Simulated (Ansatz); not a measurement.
# The perfect AlAs wire along [110], 6 atoms a period, H-terminated, part 2 of 3

What gap, if any, does the AlAs wire along [110], 6 atoms a period, H-terminated have, and how does it change with the functional and under strain?

Ansatz 0.2.0; DFT PBE, plane waves, PAW; relaxation of a wire's period; PAW set soft_1 (the session's first sound run).

So far. Step 2 (Relaxing the period): The cell's length comes to 4.331 Å with spin left out.

**3. Bands of the perfect wire**

This step: DFT PBE, plane waves, PAW; bands of a perfect wire; PAW set soft_1 (Ansatz 0.2.0).

At the relaxed period the bands are computed along the axis; those that cross an energy going forward count the channels that a perfect wire would open there.

Contents of input.yaml:

```yaml
crystal:
  lattice:
    - [12.899, 0.0, 0.0]
    - [0.0, 13.416, 0.0]
    - [0.0, 0.0, 4.3306738734]
  atoms:
    - { symbol: H, position: [0.368239459, 0.241780692, 0.0] }
    - { symbol: Al, position: [0.445212249, 0.334370641, 0.0] }
    - { symbol: H, position: [0.740304312, 0.499982153, 0.190109016] }
    - { symbol: H, position: [0.27144416, 0.499982153, 0.260320465] }
    - { symbol: As, position: [0.545746661, 0.641514845, 0.5] }
    - { symbol: As, position: [0.545746661, 0.358449461, 0.5] }
    - { symbol: H, position: [0.611879246, 0.73562942, 0.5] }
    - { symbol: H, position: [0.611879246, 0.264334885, 0.5] }
    - { symbol: Al, position: [0.677747808, 0.499982153, 0.5] }
    - { symbol: H, position: [0.27144416, 0.499982153, 0.739679535] }
    - { symbol: H, position: [0.740304312, 0.499982153, 0.809890984] }
    - { symbol: As, position: [0.350243001, 0.499982153, 0.0] }
    - { symbol: H, position: [0.368239459, 0.758183614, 0.0] }
    - { symbol: Al, position: [0.445212249, 0.665593665, 0.0] }
kpoints:
  mp_grid: { grid: [1, 1, 19] }
  band_path: { path: ["Γ", Z], npoints: 90 }
scf:
  occupations: { method: fermi_dirac, width: 0.05 }
hamiltonian:
  xc: pbe
  pseudopotentials: { kind: paw, azcp: { folder: soft_1 } }
output:
  dos: { e_range: [-5, 4] }
  write_potential: true
  write_density: true
  volumetric_format: npy
```

Started as:

```sh
$ ansatz run input.yaml --threads 4 --pin off --max-ram 16384MiB --backend cpu --events-out ev --progress --plain --runs-dir out
```

Numbers of over 12 decimals in the logs are rounded to 6 here.

What it wrote:

```text
[...]
Crystal: 14 atoms, lattice volume = 749.436 Å³
Basis set: ecut = 420 eV, 14657 PW (Γ)
Bands: 45, of which v1, the nominal top of the filled ones, is band 31 counted from 1 (30 counted from 0)
Symmetry: 4 space group operations
[...]
k-points: 10 of 19
[...]
SCF iter   1: F=—  HF=-16310.571901 eV  |F-HF|=—  |Δ(HF+E_count)|=         —  Δρ=3.48e-2  dr2=9.66e0  ethr=3.10e-3  ⟨swp⟩=8.3  Hψ=2215  notcnv=0  defer=5
[...]
SCF iter   9: F=-16307.294029 eV  HF=-16307.294029 eV  |F-HF|=7.31e-9  |Δ(HF+E_count)|=   2.82e-7  Δρ=1.55e-6  dr2=4.16e-8  ethr=1.61e-10  ⟨swp⟩=16.1  Hψ=2583  notcnv=0
SCF 1 converged in 9 iterations: F = -16307.294029 eV  dr2 = 4.16e-8
[...]
NSCF: frozen V_eff on 91 k-points
WARN: The output density's exchange-correlation potential varies sharply where the density is thin. Do not read a vacuum level from v_tot or v_xc, or from such a field of the output density. On a cell that repeats whose density bears no net charge and no dipole along the vacuum's axis use v_es (v_loc + v_h of the components); under efield.dipole_correction with no amplitude use v_es + v_field, which holds any externa [...]
SCF converged after 9 iterations
Free energy (F): -16307.294029 eV
[...]
Internal energy: -16307.294029 eV  (E = F + TS)
E sigma→0 (E₀):  -16307.294029 eV
Entropy (-TS):   -0.000000 eV (-0.000 meV/atom)
Fermi energy:    -1.687027 eV
[...]
--- Band table (eV; the first three rows and the last of 10) ---
  k-point 0: bands = [... 27 lower, -4.2986, -4.2075, -4.0876, -2.4669, -0.9172, -0.8167, -0.2457, 0.5199, ... 10 higher]
  k-point 1: bands = [... 27 lower, -4.3138, -4.2943, -4.0852, -2.5331, -0.7752, -0.6759, -0.1914, 0.5252, ... 10 higher]
  k-point 2: bands = [... 27 lower, -4.4880, -4.3646, -4.0953, -2.7056, -0.3978, -0.2997, -0.0383, 0.5253, ... 10 higher]
  k-point 9: bands = [... 27 lower, -4.9050, -4.7904, -4.4848, -3.9252, -0.4999, 0.6159, 0.7741, 0.8530, ... 10 higher]
```

Wall time 31 s (4 threads of Intel Xeon Platinum 8488C (Sapphire Rapids), shared host); peak memory 2 GiB.

This step gave:

| Item | Value |
| --- | --- |
| band gap | 1.550 eV |

The electronic bands at the labelled points (eV, zero at the Fermi level):

```
  point  band 28  band 29  band 30  band 31  band 32  band 33  band 34  band 35
      Γ    -2.61    -2.52    -2.40    -0.78     0.77     0.87     1.44     2.21
halfway    -3.08    -3.08    -2.52    -1.65     1.74     2.22     2.53     2.54
      Z    -3.21    -3.10    -2.80    -2.25     1.18     2.30     2.47     2.54
```

The gap is 1.55 eV, with spin left out.

The path shows a direct gap of 1.55 eV (valence top at Γ, conduction bottom at Γ).

**4. Levels at the same atoms, cutoff 500 eV, k-mesh 1×1×14**

This step: DFT r2SCAN, plane waves, PAW; bands of a perfect wire at the PBE geometry; PAW set soft_1 (Ansatz 0.2.0).

The atoms stay at the PBE geometry and the functional changes. r2SCAN also reads the kinetic-energy density; it often gives larger moments and wider gaps than PBE, at a higher cost. Against the first PBE run of this kind, the cutoff is 500 eV against 420 and the mesh along the wire has 14 points against 19.

Changes to input.yaml since step 3:

```diff
@@ -21,3 +21,3 @@
 kpoints:
-  mp_grid: { grid: [1, 1, 19] }
+  mp_grid: { grid: [1, 1, 14] }
   band_path: { path: ["Γ", Z], npoints: 90 }
@@ -26,8 +26,3 @@
 hamiltonian:
-  xc: pbe
+  xc: r2scan
   pseudopotentials: { kind: paw, azcp: { folder: soft_1 } }
-output:
-  dos: { e_range: [-5, 4] }
-  write_potential: true
-  write_density: true
-  volumetric_format: npy
```

What it wrote:

```text
[...]
Crystal: 14 atoms, lattice volume = 749.436 Å³
Basis set: ecut = 500 eV, 19045 PW (Γ), exchange–correlation on 384×400×128 points (64 copies of the dense FFT grid, shifted against one another)
Bands: 45, of which v1, the nominal top of the filled ones, is band 31 counted from 1 (30 counted from 0)
Symmetry: 4 space group operations
[...]
k-points: 8 of 14
[...]
--- Band table (eV; the first three rows and the last of 8) ---
  k-point 0: bands = [... 27 lower, -4.5611, -4.4699, -4.3389, -2.6491, -0.7608, -0.6160, -0.0128, 0.8324, ... 10 higher]
  k-point 1: bands = [... 27 lower, -4.6190, -4.5912, -4.3381, -2.7658, -0.5060, -0.3578, 0.0937, 0.8408, ... 10 higher]
  k-point 2: bands = [... 27 lower, -4.8963, -4.6956, -4.3651, -3.0493, 0.1134, 0.2920, 0.3909, 0.7609, ... 10 higher]
  k-point 7: bands = [... 27 lower, -5.1997, -5.0905, -4.7499, -4.1597, -0.4003, 0.7959, 1.0295, 1.1572, ... 10 higher]
[key lines of the parts left out:]
SCF converged after 9 iterations
Free energy (F): -16342.320571 eV
Fermi energy:    -1.702158 eV
```

Wall time 54 s (4 threads); peak memory 3.4 GiB.

This step gave:

```yaml
band_gap: 1.888 eV
```

The electronic bands at the labelled points (eV, zero at the Fermi level):

```
  point  band 28  band 29  band 30  band 31  band 32  band 33  band 34  band 35
      Γ    -2.86    -2.77    -2.64    -0.95     0.94     1.09     1.69     2.53
halfway    -3.36    -3.34    -2.76    -1.84     1.92     2.50     2.79     2.82
      Z    -3.50    -3.39    -3.05    -2.46     1.30     2.50     2.73     2.86
```

The gap is 1.89 eV, against 1.55 eV under PBE at the relaxed period.

**5. Levels at the same atoms, level HSE06, cutoff 420 eV**

This step: DFT HSE06, plane waves, PAW; levels of a perfect wire at the PBE geometry; PAW set soft_1 (Ansatz 0.2.0).

The atoms stay at the PBE geometry and the functional changes. HSE06 mixes in a quarter of short-range exact exchange, which removes part of the self-interaction that closes gaps; it is dear, so the mesh is thinner and no path is run. Against the first PBE run of this kind, the mesh along the wire has 7 points against 19.

Changes to input.yaml since step 4:

```diff
@@ -21,4 +21,3 @@
 kpoints:
-  mp_grid: { grid: [1, 1, 14] }
-  band_path: { path: ["Γ", Z], npoints: 90 }
+  mp_grid: { grid: [1, 1, 7] }
 scf:
@@ -26,3 +25,3 @@
 hamiltonian:
-  xc: r2scan
+  xc: hse06
   pseudopotentials: { kind: paw, azcp: { folder: soft_1 } }
```

What it wrote:

```text
[...]
Crystal: 14 atoms, lattice volume = 749.436 Å³
Basis set: ecut = 420 eV, 14657 PW (Γ)
Bands: 45, of which v1, the nominal top of the filled ones, is band 31 counted from 1 (30 counted from 0)
Symmetry: 4 space group operations
[...]
k-points: 4 of 7
[...]
SCF iter   7: F=-16307.284622 eV  HF=-16307.284624 eV  |F-HF|=2.67e-6  |Δ(HF+E_count)|=   1.83e-5  Δρ=6.48e-5  dr2=2.03e-5  ethr=4.57e-7  ⟨swp⟩=4.0  Hψ=372  notcnv=0
[...]
E sigma→0 (E₀):  -16312.500018 eV
Fermi energy:    -1.871947 eV
[...]
--- Band table (eV) ---
  k-point 0: bands = [... 27 lower, -4.9575, -4.7571, -4.6908, -3.1175, -0.6225]
  k-point 1: bands = [... 27 lower, -5.2090, -5.1085, -4.7184, -3.5199, 0.2786]
  k-point 2: bands = [... 27 lower, -5.6454, -5.4257, -4.8641, -4.1286, 0.2814]
  k-point 3: bands = [... 27 lower, -5.6525, -5.4641, -5.0581, -4.5146, -0.1053]
  guard bands above this table: 13 of the run's 45 bands. The solve was not asked for them (output.publish_guard_bands: true or output.eigenvalues: true publishes all)
[key lines of the parts left out:]
Free energy (F): -16312.500018 eV
```

The job ended after 94 s (4 threads; peak memory 8.1 GiB; 5.9 min of CPU time).

Numbers from this step:

```
band gap : 2.495 eV
```

The gap is 2.50 eV, against 1.55 eV under PBE at the relaxed period.

**6. With spin-orbit coupling, k-mesh 1×1×12**

This step: DFT PBE, plane waves, fully relativistic PAW; bands of a perfect wire with spin-orbit coupling; PAW set soft_1 (Ansatz 0.2.0).

Spin-orbit coupling mixes the spins and splits bands that cross or touch without it, so it can open or close channels. Fully relativistic datasets take the place of the scalar ones. Against the first PBE run of this kind, the mesh along the wire has 12 points against 19.

Changes to input.yaml since step 5:

```diff
@@ -21,3 +21,4 @@
 kpoints:
-  mp_grid: { grid: [1, 1, 7] }
+  mp_grid: { grid: [1, 1, 12] }
+  band_path: { path: ["Γ", Z], npoints: 90 }
 scf:
@@ -25,3 +26,6 @@
 hamiltonian:
-  xc: hse06
-  pseudopotentials: { kind: paw, azcp: { folder: soft_1 } }
+  xc: pbe
+  pseudopotentials: { kind: paw_fr, azcp: { folder: soft_1 } }
+magnetization:
+  noncollinear: true
+  spin_orbit: true
```

What it wrote:

```text
[...]
non-collinear run that drives no moment, with spin-orbit: no starting moment large enough to seed its density (crystal.atoms[].spin), no starting occupations that ask for one, no magnetisation constraint and no magnetic field, so the semilocal B_xc is pinned to zero
Crystal: 14 atoms, lattice volume = 749.436 Å³
Basis set: ecut = 420 eV, 14657 PW (Γ)
[...]
k-point 0: bands = [... 58 lower, -4.0646, -4.0646, -2.4673, -2.4673, -0.9166, -0.9166, -0.8162, -0.8162, ... 24 higher]
  k-point 1: bands = [... 58 lower, -4.1003, -4.0617, -2.6283, -2.6205, -0.5869, -0.5676, -0.4894, -0.4687, ... 24 higher]
  k-point 2: bands = [... 58 lower, -4.1408, -4.1066, -2.9815, -2.9667, 0.1369, 0.1587, 0.2642, 0.2682, ... 24 higher]
  k-point 6: bands = [... 58 lower, -4.4878, -4.4878, -3.9340, -3.9340, -0.5056, -0.5056, 0.6125, 0.6125, ... 24 higher]
[key lines of the parts left out:]
SCF converged after 9 iterations
Magnetization: |M| = 0.0000 μB,  M = (+0.0000, +0.0000, +0.0000) μB
Free energy (F): -16307.676077 eV
Fermi energy:    -1.693111 eV
```

Wall time 4.6 min (4 threads); peak memory 6.8 GiB; 18 min of CPU time.

Numbers from this step:

```yaml
band_gap: 1.551 eV
```

Electronic bands along the path, in eV, zero at the Fermi level; v1 is the highest filled band, c1 the lowest empty one:

```
  point     v4     v3     v2     v1    c1    c2    c3    c4
      Γ  -2.37  -2.37  -0.77  -0.77  0.78  0.78  0.88  0.88
halfway  -2.52  -2.49  -1.65  -1.63  1.74  1.76  2.22  2.23
      Z  -2.79  -2.79  -2.24  -2.24  1.19  1.19  2.31  2.31
```

The gap is 1.55 eV, against 1.55 eV under PBE at the relaxed period, with no moment.

**7. All levels side by side**

Times are for 4 threads of Intel Xeon Platinum 8488C (Sapphire Rapids), shared host. The series side by side:

```
no.     run  band gap (eV)     time  memory (GiB)
  1    lead          1.550     31 s           2.0
  2  levels          1.888     54 s           3.4
  3  levels          2.495     94 s           8.1
  4     SOC          1.551  4.6 min           6.8
```

(Part 2 of 3 ends here.)

[Logs are printed without paths, hosts, clocks, repeated set-up lines and the standing remarks that a program may print on its own settings, such as how far it seeks lower states.]

[Hosts, paths, dates, database ids (printed as entryN), source tags and the programs' standing remarks are cut or masked in the printed files.]
